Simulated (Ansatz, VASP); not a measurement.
## TiC: VASP beside Ansatz

```
CELL_PARAMETERS angstrom
0.00000 2.14668 2.14668
2.14668 0.00000 2.14668
2.14668 2.14668 0.00000
ATOMIC_POSITIONS crystal
Ti 0.00000 0.00000 0.00000
C 0.50000 0.50000 0.50000
```

Alike in both runs: functional PBEsol; k mesh 16 × 16 × 16; occupations gaussian, width 0.1 eV; no spin polarisation.

Ansatz relaxed the structure, and its values are those at the end. VASP's run is a single point on that final structure, the one shown.

```csv
,VASP,Ansatz
version,VASP 6.6.1,Ansatz 0.2.0
potentials or method,"VASP PAW PBE potentials, release 64 (Ti_sv, C)","scalar-relativistic, plane waves, PAW"
plane-wave cutoff (eV),520,420
valence electrons in the cell,16,16
```

VASP gave:

| Quantity | Value |
| --- | --- |
| gap on the k mesh at the Fermi level (eV) | none |
| pressure (GPa) | 0.3 |

Which values does Ansatz return?

gap on the k mesh at the Fermi level (eV): none; pressure (GPa): 0.0.

A gap of «none» marks a metal or a gap that the smearing closes. The functional is the same, so the differences come from potentials, cutoffs and numerics.

Caveats: the PAW data sets were made with another functional, which shifts forces and pressure a little (VASP).
